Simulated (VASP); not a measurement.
# Rb (Im-3m) in VASP: a series of runs

One crystal, Rb, is run at these levels: LDA, PBEsol; tasks: relaxation of the atoms, relaxation of cell and atoms.

Program: VASP 6.6.1. These are calculated values, not measurements. Logs are shortened: lines on timing, memory, paths and dates and some standing lists are left out, and cuts for length are marked.

## Step 1: The structure

It takes space group Im-3m (No. 229, cubic). Conventional cell: a = 5.605 Å, b = 5.605 Å, c = 5.605 Å, α = 90.00°, β = 90.00°, γ = 90.00°.

## Step 2: Relaxation of the atoms, LDA (a relaxed cell with its volume scaled by 1.04)

Contents of INCAR:

```
PREC = Accurate ; ENCUT = 600
EDIFF = 1E-7 ; ISMEAR = 1
SIGMA = 0.1 ; LREAL = False
LASPH = True ; NELM = 80
ALGO = Normal ; ISIF = 2
LWAVE = False ; LCHARG = False
IBRION = 2 ; NSW = 40
EDIFFG = -0.01
```

Contents of KPOINTS:

```
Automatic mesh
0
Gamma
  10 10 10
```

Contents of POSCAR:

```
Rb                                      
1.0
   -2.7274433496      2.7274433496      2.7274433496
    2.7274433496     -2.7274433496      2.7274433496
    2.7274433496      2.7274433496     -2.7274433496
  Rb            
     1
Direct
     0.0000000000000000    0.0000000000000000    0.0000000000000000
```

Potentials or basis: VASP PAW LDA potentials, release 64 (Rb_sv).

Launch:

```console
$ cat potpaw_LDA.64/Rb_sv/POTCAR > POTCAR
$ mpirun -np 1 vasp_std > vasp.out
```

OUTCAR:

```text
PREC = Accurate
   ENCUT = 600
   EDIFF = 1E-7
   ISMEAR = 1
   LREAL = False
   LASPH = True
   NELM = 80
   ISIF = 2
   IBRION = 2
   NSW = 40
   EDIFFG = -0.01

 ion  position               nearest neighbor table
   1  0.000  0.000  0.000-

  LATTYP: Found a body centered cubic cell.
 ALAT       =     5.4548866992

  Lattice vectors:

 A1 = (  -2.7274433496,   2.7274433496,   2.7274433496)
 A2 = (   2.7274433496,  -2.7274433496,   2.7274433496)
 A3 = (   2.7274433496,   2.7274433496,  -2.7274433496)

Analysis of symmetry for initial positions (statically):
=====================================================================
 Subroutine PRICEL returns:
 Original cell was already a primitive cell.

 Routine SETGRP: Setting up the symmetry group for a
 body centered cubic supercell.

 Subroutine GETGRP returns: Found 48 space group operations
 (whereof 48 operations were pure point group operations)
 out of a pool of 48 trial point group operations.

The static configuration has the point symmetry O_h .

Analysis of symmetry for dynamics (positions and initial velocities):
=====================================================================
 Subroutine PRICEL returns:
 Original cell was already a primitive cell.

 Routine SETGRP: Setting up the symmetry group for a
 body centered cubic supercell.

 Subroutine GETGRP returns: Found 48 space group operations
 (whereof 48 operations were pure point group operations)
 out of a pool of 48 trial point group operations.

The dynamic configuration has the point symmetry O_h .

 Subroutine INISYM returns: Found 48 space group operations
 (whereof 48 operations are pure point group operations),
 and found     1 'primitive' translations

----------------------------------------------------------------------------------------

                                     Primitive cell

  volume of cell :      81.1572

  direct lattice vectors                    reciprocal lattice vectors
    -2.727443350  2.727443350  2.727443350     0.000000000  0.183321864  0.183321864
     2.727443350 -2.727443350  2.727443350     0.183321864  0.000000000  0.183321864
     2.727443350  2.727443350 -2.727443350     0.183321864  0.183321864  0.000000000

  length of vectors
     4.724070456  4.724070456  4.724070456     0.259256267  0.259256267  0.259256267

  position of ions in fractional coordinates (direct lattice)
     0.000000000  0.000000000  0.000000000

  ion indices of the primitive-cell ions
   primitive index   ion index
                 1           1

----------------------------------------------------------------------------------------

 KPOINTS: Automatic mesh

Automatic generation of k-mesh.
 Grid dimensions read from file:
 generate k-points for:   10   10   10

 Generating k-lattice:

  Cartesian coordinates                     Fractional coordinates (reciprocal lattice)
     0.000000000  0.018332186  0.018332186     0.100000000  0.000000000  0.000000000
     0.018332186  0.000000000  0.018332186     0.000000000  0.100000000  0.000000000
     0.018332186  0.018332186  0.000000000     0.000000000  0.000000000  0.100000000

  Length of vectors
     0.025925627  0.025925627  0.025925627

  Shift w.r.t. Gamma in fractional coordinates (k-lattice)
     0.000000000  0.000000000  0.000000000

 Subroutine IBZKPT returns following result:
 ===========================================

 Found     47 irreducible k-points:

 Following reciprocal coordinates:
            Coordinates               Weight
  0.000000  0.000000  0.000000      1.000000
  0.100000  0.000000  0.000000     12.000000
  0.200000  0.000000  0.000000     12.000000
  0.300000  0.000000  0.000000     12.000000
  0.400000  0.000000  0.000000     12.000000
  0.500000  0.000000  0.000000      6.000000
[... 16 lines left out ...]
  0.300000  0.300000  0.100000      8.000000
 -0.300000  0.300000  0.100000     24.000000
 [... further k-points ...]
   k-points           NKPTS =     47   k-points in BZ     NKDIM =     47   number of bands    NBANDS=      8
   number of dos      NEDOS =    301   number of ions     NIONS =      1
   total plane-waves  NPLWV =  64000
   dimension x,y,z NGX =    40 NGY =   40 NGZ =   40
   dimension x,y,z NGXF=    80 NGYF=   80 NGZF=   80
   ions per type =               1
   NGX,Y,Z   is equivalent  to a cutoff of  14.08, 14.08, 14.08 a.u.
   NGXF,Y,Z  is equivalent  to a cutoff of  28.15, 28.15, 28.15 a.u.
 SYSTEM =  unknown system
   PREC   = accura    normal or accurate (medium, high low for compatibility)
   ISTART =      0    job   : 0-new  1-cont  2-samecut
   ICHARG =      2    charge: 1-file 2-atom 10-const
   ISPIN  =      1    spin polarized calculation?
   LNONCOLLINEAR =      F non collinear calculations
   LSORBIT =      F    spin-orbit coupling
   LASPH  =      T    aspherical Exc in radial PAW
   ENCUT  =  600.0 eV  44.10 Ry    6.64 a.u.   9.44  9.44  9.44*2*pi/ulx,y,z
   NELM   =     80;   NELMIN=  2; NELMDL= -5     # of ELM steps
   EDIFF  = 0.1E-06   stopping-criterion for ELM
   LREAL  =      F    real-space projection
   EDIFFG = -.1E-01   stopping-criterion for IOM
   NSW    =     40    number of steps for IOM
   IBRION =      2    ionic relax: 0-MD 1-quasi-New 2-CG
   NFREE  =      1    steps in history (QN), initial steepest desc. (CG)
   ISIF   =      2    stress and relaxation
   ISYM   =      2    0-nonsym 1-usesym 2-fastsym
   POTIM  = 0.5000    time-step for ionic-motion
   TEBEG  =    0.0;   TEEND  =   0.0 temperature during run
   PSTRESS=    0.0 pullay stress
   NELECT =       9.0000    total number of electrons
   NUPDOWN=      -1.0000    fix difference up-down
   EMIN   =  10.00;   EMAX   =-10.00  energy-range for DOS
   EFERMI =   0.00;   METHOD = LEGACY
   ISMEAR =     1;   SIGMA  =   0.10  broadening in eV -4-tet -1-fermi 0-gaus
   EFERMI_NEDOS =   21; number of points for ismear=-14 and -15
   IALGO  =     38    algorithm
   IMIX   =      4    mixing-type and parameters
     AMIX     =   0.40;   BMIX     =  1.00
     AMIX_MAG =   1.60;   BMIX_MAG =  1.00
  volume/ion in A,a.u.               =      81.16       547.68
  Fermi-wavevector in a.u.,A,eV,Ry     =   0.786526  1.486319  8.416886  0.618624
  Thomas-Fermi vector in A             =   1.891083
   LORBIT       =      0    0 simple, 1 ext, 2 COOP (PROOUT), +10 PAW based schemes
   GGA     = CA    functional components
   LHFCALC =     F    Hartree Fock is set to
   AEXX    =    0.0000 exact exchange contribution
   IVDW    =     0    specifies the selected vdW correction
   LEPSILON=     F    determine dielectric tensor
   LRPA    =     F    only Hartree local field effects (RPA)
 conjugate gradient relaxation of ions
 non-spin polarized calculation
 Methfessel and Paxton  Order N= 1 SIGMA  =   0.10
  energy-cutoff  :      600.00
  volume of cell :       81.16
 maximum number of plane-waves:      2731
 NGX is ok and might be reduce to    40
   NGX = 19   NGY = 19   NGZ = 19

 number of electron       9.0000000 magnetization

 Free energy of the ion-electron system (eV)
  ---------------------------------------------------
  ext. energy  EPLUGINS =         0.00000000
  ---------------------------------------------------
  free energy    TOTEN  =        -1.05407542 eV

  energy without entropy =       -1.05302986  energy(sigma->0) =       -1.05372690

 E-fermi :   0.0631     XC(G=0):  -5.9778

 val. band max:        0.0533103206   @ k =   0.3000   0.2000  -0.0000
 cond. band min:       0.0645120622   @ k =  -0.3000   0.4000   0.2000
 fundamental gap:      0.0112017417
 Fermi energy:         0.0630558935

 k-point     1 :       0.0000    0.0000    0.0000
  band No.  band energies     occupation
      1     -28.6866      2.00000
      2     -12.7728      2.00000
      3     -12.7728      2.00000
      4     -12.7728      2.00000
      5      -2.0896      2.00000
      6       3.7306      0.00000
      7       3.7306      0.00000
      8       3.7306      0.00000

 k-point     2 :       0.1000    0.0000    0.0000
  band No.  band energies     occupation
      1     -28.6859      2.00000
      2     -12.7872      2.00000
      3     -12.7774      2.00000
      4     -12.7728      2.00000
      5      -1.9574      2.00000
      6       3.5520      0.00000
      7       3.5657      0.00000
      8       3.8564      0.00000

 k-point     3 :       0.2000    0.0000    0.0000
  band No.  band energies     occupation
      1     -28.6840      2.00000
      2     -12.8246      2.00000
      3     -12.7895      2.00000
      4     -12.7729      2.00000
      5      -1.5755      2.00000
      6       2.9299      0.00000
      7       3.2199      0.00000
      8       4.2278      0.00000

 k-point     4 :       0.3000    0.0000    0.0000
  band No.  band energies     occupation
      1     -28.6816      2.00000
      2     -12.8697      2.00000
      3     -12.8043      2.00000
      4     -12.7730      2.00000
      5      -0.9889      2.00000
      6       2.1807      0.00000
      7       2.8898      0.00000
      8       4.6399      0.00000

 k-point     5 :       0.4000    0.0000    0.0000
  band No.  band energies     occupation
      1     -28.6798      2.00000
      2     -12.9055      2.00000
      3     -12.8162      2.00000
      4     -12.7730      2.00000
      5      -0.2838      2.00001
      6       1.4666     -0.00000
      7       2.6690      0.00000
      8       4.5626      0.00000
[... 177 lines left out ...]
 k-point    22 :      -0.2000    0.2000    0.1000
  band No.  band energies     occupation
      1     -28.6833      2.00000
      2     -12.8246      2.00000
      3     -12.7943      2.00000
      4     -12.7843      2.00000
      5      -1.4503      2.00000
      6       2.9656      0.00000
      7       3.2476      0.00000
      8       3.8213      0.00000

 k-point    23 :       0.3000    0.3000    0.1000
  band No.  band energies     occupation
      1     -28.6786      2.00000
      2     -12.8645      2.00000
      3     -12.8645      2.00000
      4     -12.8032      2.00000
      5       1.2666     -0.00000
      6       1.2666     -0.00000
      7       1.3415     -0.00000
      8       3.5461      0.00000

 k-point    24 :      -0.3000    0.3000    0.1000
  band No.  band energies     occupation
      1     -28.6810      2.00000
      2     -12.8677      2.00000
      3     -12.8094      2.00000
      4     -12.7839      2.00000
      5      -0.8708      2.00000
      6       2.2094      0.00000
      7       2.9525      0.00000
      8       3.9142      0.00000

 [... further k-points ...]

------------------------ aborting loop because EDIFF is reached ----------------------------------------

  FORCE on cell =-STRESS in cart. coord.  units (eV):
  Direction    XX          YY          ZZ          XY          YZ          ZX
  --------------------------------------------------------------------------------------
  -------------------------------------------------------------------------------------
  Total       -0.0683616     -0.0683616     -0.0683616     -0.0000000      0.0000000     -0.0000000
  in kB       -1.3495703     -1.3495703     -1.3495703     -0.0000000      0.0000000     -0.0000000
  external PRESSURE =      -1.3495703 kB  Pullay stress =       0.0000000 kB

 VOLUME and BASIS-vectors are now :
 -----------------------------------------------------------------------------
  energy-cutoff  :      600.00
  volume of cell :       81.16
      direct lattice vectors                 reciprocal lattice vectors
    -2.727443350  2.727443350  2.727443350     0.000000000  0.183321864  0.183321864
     2.727443350 -2.727443350  2.727443350     0.183321864  0.000000000  0.183321864
     2.727443350  2.727443350 -2.727443350     0.183321864  0.183321864  0.000000000

 POSITION                                       TOTAL-FORCE (eV/Angst)
 -----------------------------------------------------------------------------------
      0.00000      0.00000      0.00000         0.000000      0.000000      0.000000
 -----------------------------------------------------------------------------------
    total drift:                                0.000000      0.000000     -0.000000

  FREE ENERGIE OF THE ION-ELECTRON SYSTEM (eV)
  ---------------------------------------------------
  free  energy   TOTEN  =        -1.0540754231 eV

  energy  without entropy=       -1.0530298596  energy(sigma->0) =       -1.05372690

 reached required accuracy - stopping structural energy minimisation
```

Run time: 20 s. Hardware: 1 thread of Intel Xeon Platinum 8488C (Sapphire Rapids), shared host; peak memory 0.2 GiB.

Results:

```
Free energy             : -1.0541 eV
Pressure after relaxing : -0.1 GPa
Band gap on the k mesh  : none (metal or under the smearing width)
```

Final structure:
```xyz
1
Lattice="-2.7274 2.7274 2.7274 2.7274 -2.7274 2.7274 2.7274 2.7274 -2.7274" Properties=species:S:1:pos:R:3 pbc="T T T"
Rb    0.0000    0.0000    0.0000
```

Caveat: the relaxation stopped at its first step, so nothing moved.

## Step 3: Relaxation of the atoms, LDA (a relaxed cell with its volume scaled by 1.06)

INCAR is that of step 2.

KPOINTS is that of step 2.

Contents of POSCAR:

```
Rb                                      
1.0
   -2.7448160686      2.7448160686      2.7448160686
    2.7448160686     -2.7448160686      2.7448160686
    2.7448160686      2.7448160686     -2.7448160686
  Rb            
     1
Direct
     0.0000000000000000    0.0000000000000000    0.0000000000000000
```

Potentials or basis: VASP PAW LDA potentials, release 64 (Rb_sv).

Launch:

```console
$ cat potpaw_LDA.64/Rb_sv/POTCAR > POTCAR
$ mpirun -np 1 vasp_std > vasp.out
```

It took 24 s on 1 thread of Intel Xeon Platinum 8488C (Sapphire Rapids), shared host; peak memory 0.2 GiB.

The run converged. Its results:

- Free energy: -1.0525 eV
- Pressure after relaxing: -0.2 GPa
- Band gap on the k mesh: none (metal or under the smearing width)

Final structure:
```
CELL_PARAMETERS angstrom
-2.74482 2.74482 2.74482
2.74482 -2.74482 2.74482
2.74482 2.74482 -2.74482
ATOMIC_POSITIONS crystal
Rb 0.00000 0.00000 0.00000
```

Levels at points of the mesh, in eV from the Fermi level:
```
           k point  band 1  band 2  band 3  band 4  band 5  band 6  band 7  band 8
(0.00, 0.00, 0.00)  -28.76  -12.85  -12.85  -12.85   -2.12    3.65    3.65    3.65
(0.50, 0.00, 0.00)  -28.75  -12.98  -12.89  -12.85    0.17    0.90    2.53    4.34
(0.50, 0.50, 0.50)  -28.75  -12.94  -12.94  -12.94    1.20    1.20    3.49    3.49
```

Caveat: the relaxation stopped at its first step, so nothing moved.

(Part 1 of 2 ends here.)
